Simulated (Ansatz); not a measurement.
Runs of Ansatz 0.2.0 on InP. The structure is cubic, space group F-43m (No. 216). Conventional cell: a = 5.861 Å, b = 5.861 Å, c = 5.861 Å, α = 90.00°, β = 90.00°, γ = 90.00°. In (site symmetry -43m) is surrounded by 4 P at 2.54 Å. P (site symmetry -43m) has 4 In at 2.54 Å as nearest neighbours. 

| task | level | potentials or basis | spin | cell | k mesh | cutoff (eV) | gap on the mesh (eV) | pressure (GPa) | V0 of scaled cells (Å³/atom) | relaxed volume (Å³/atom) | B0 (GPa) |
| --- | --- | --- | --- | --- | --- | --- | --- | --- | --- | --- | --- |
| equation of state | PBE | SPMS NC | off | as given | 8 × 8 × 8 | 544 | - | - | 26.53 | - | 59 |
| relaxation of cell and atoms | PBE+D4 | Ansatz PAW | off | relaxed | 8 × 8 × 8 | 420 | (d) | 0.0 | - | 25.56 | - |
| equation of state | PBE | Ansatz PAW accurate | off | as given | 8 × 8 × 8 | 620 | - | - | 26.46 | - | 60 |
| equation of state | LDA | Ansatz PAW | SOC, no magnetisation | as given | 8 × 8 × 8 | 420 | - | - | 24.70 | - | 71 |
| single point | PBE | Ansatz PAW | off | as given | 8 × 8 × 8 | 350 | 0.72 | (c) | - | - | - |
| relaxation of cell and atoms | r2SCAN+D4 | Ansatz PAW | off | relaxed | 8 × 8 × 8 | 500 | (b) | 0.0 | - | 25.51 | - |
| relaxation of cell and atoms | BLYP+D3(BJ) | Ansatz PAW | off | relaxed | 8 × 8 × 8 | 420 | (a) | 0.0 | - | 25.78 | - |
| single point | PBE | Ansatz PAW | off | as given | 14 × 14 × 14 | 420 | 0.72 | 3.3 | - | - | - |

Alike in all rows: smearing fermi-dirac 0.05 eV.

Q: Fill in the values left out.

A: (a) 0.46; (b) 1.09; (c) 3.4; (d) 0.63.

Caveats: spin-orbit coupling is left out, which moves the levels of the heavy elements (some runs); the plane-wave basis is chosen anew once the cell has moved, so the energies of steps on either side of that aren't comparable (some runs); the PAW data sets come from PBE, with cores solved anew for the run's functional, which leaves a small shift of forces and pressure (some runs); the cutoff lies under the one recommended for these potentials (some runs).

A k mesh can miss the band edges, and rows without SOC leave out spin-orbit coupling on In.
